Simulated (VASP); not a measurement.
Set up this calculation in VASP 6.6.1, as the native input.

```
Task                   : band structure
Functional             : PBE
Potentials or basis    : VASP PAW PBE potentials, release 54 (Pb_d, Se)
Cutoff                 : 520 eV
k mesh                 : 8 × 8 × 8
Occupations            : fermi-dirac, width 0.05 eV
Spin                   : no spin polarisation
Further INCAR settings : ALGO = Fast; EDIFF = 1e-07
```

The system is PbSe (Clausthalite).

```
CELL_PARAMETERS angstrom
0.00000 3.06065 3.06065
3.06065 0.00000 3.06065
3.06065 3.06065 0.00000
ATOMIC_POSITIONS crystal
Pb 0.00000 0.00000 0.00000
Se 0.50000 0.50000 0.50000
```

One way to write it, as run:

POSCAR

```
PbSe
1.0
    0.0000000000      3.0606500000      3.0606500000
    3.0606500000      0.0000000000      3.0606500000
    3.0606500000      3.0606500000      0.0000000000
Pb Se
1 1
Direct
    0.0000000000      0.0000000000      0.0000000000
    0.5000000000      0.5000000000      0.5000000000
```

INCAR.step1

```
ALGO     = Fast           # electronic algorithm
EDIFF    = 1E-7           # SCF threshold, eV
ENCUT    = 520            # plane-wave cutoff, eV
GGA      = PE             # functional
ISIF     = 2              # what is computed and relaxed
ISMEAR   = -1             # smearing method
LASPH    = T              # aspherical terms in the spheres
LCHARG   = T              # write CHGCAR
LREAL    = F              # projectors in reciprocal space
LWAVE    = F              # write WAVECAR
NELM     = 100            # most SCF steps
PREC     = Accurate       # precision mode
SIGMA    = 0.05           # smearing width, eV
```

KPOINTS.step1

```
k-points
0
Gamma
  8 8 8
```

INCAR.step2

```
ALGO     = Fast           # electronic algorithm
EDIFF    = 1E-7           # SCF threshold, eV
ENCUT    = 520            # plane-wave cutoff, eV
GGA      = PE             # functional
ICHARG   = 11             # starting density
ISIF     = 2              # what is computed and relaxed
ISMEAR   = 0              # smearing method
LASPH    = T              # aspherical terms in the spheres
LCHARG   = F              # write CHGCAR
LREAL    = F              # projectors in reciprocal space
LWAVE    = F              # write WAVECAR
NELM     = 100            # most SCF steps
PREC     = Accurate       # precision mode
SIGMA    = 0.05           # smearing width, eV
```

KPOINTS.step2

```
path GXWKGLUWLK,UX
20
line-mode
reciprocal
 0.0000000000  0.0000000000  0.0000000000  G
 0.5000000000  0.0000000000  0.5000000000  X

 0.5000000000  0.0000000000  0.5000000000  X
 0.5000000000  0.2500000000  0.7500000000  W

 0.5000000000  0.2500000000  0.7500000000  W
 0.3750000000  0.3750000000  0.7500000000  K

 0.3750000000  0.3750000000  0.7500000000  K
 0.0000000000  0.0000000000  0.0000000000  G

 0.0000000000  0.0000000000  0.0000000000  G
 0.5000000000  0.5000000000  0.5000000000  L

 0.5000000000  0.5000000000  0.5000000000  L
 0.6250000000  0.2500000000  0.6250000000  U

 0.6250000000  0.2500000000  0.6250000000  U
 0.5000000000  0.2500000000  0.7500000000  W

 0.5000000000  0.2500000000  0.7500000000  W
 0.5000000000  0.5000000000  0.5000000000  L

 0.5000000000  0.5000000000  0.5000000000  L
 0.3750000000  0.3750000000  0.7500000000  K

 0.6250000000  0.2500000000  0.6250000000  U
 0.5000000000  0.0000000000  0.5000000000  X
```

Potentials or basis: VASP PAW PBE potentials, release 54 (Pb_d, Se).

The run is started by

```sh
$ cat potpaw_PBE.54/Pb_d/POTCAR potpaw_PBE.54/Se/POTCAR > POTCAR
$ cp INCAR.step1 INCAR
$ cp KPOINTS.step1 KPOINTS
$ mpirun -np 1 vasp_std > vasp.out
$ cp INCAR.step2 INCAR
$ cp KPOINTS.step2 KPOINTS
$ mpirun -np 1 vasp_std > vasp.out
```

It gave:

```yaml
Band_gap_on_the_k_mesh: 0.29 eV, direct
Band_gap_along_the_path: 0.29 eV, direct
```

Caveat: the log is that of the step along the path at fixed density, whose energy, stress, charges and moments have no meaning; spin-orbit coupling is left out, which as a rule narrows the gap of such compounds by several tenths of an eV.

Run time: 98 s on 1 thread of Intel(R) Xeon(R) Platinum 8375C CPU @ 2.90GHz (Ice Lake) (shared host), peak memory 0.31 GiB.
